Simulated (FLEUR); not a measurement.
Crystal: KF (Carobbiite).

```
K F
1.0
     0.00000    2.67185    2.67185
     2.67185    0.00000    2.67185
     2.67185    2.67185    0.00000
K F
1 1
Direct
  0.00000 0.00000 0.00000
  0.50000 0.50000 0.50000
```

Base run:

| Property | Result |
| --- | --- |
| Program | FLEUR MaX-R8.1 (later development tree) |
| Functional | r2SCAN |
| Potentials or basis | all-electron |
| Basis | FLAPW |
| Kmax | 4.1 1/bohr |
| k mesh | 9 × 9 × 9 |
| Occupations | fermi-dirac, width 0.05 eV |
| Spin | no spin polarisation |

Its results: band gap on the k mesh 6.79 eV, direct.

Task: The run is repeated on the same cell with these changes: functional from r2SCAN to PBEsol. What comes out?

Result: Band gap on the k mesh 6.04 eV, direct.

r2SCAN gives the wider gap, since meta-GGAs in the generalised Kohn-Sham scheme recover part of the derivative discontinuity.

Caveats: the meta-GGA is that of a development version, with a GGA for the radial functions and cores and without core tails (some runs).
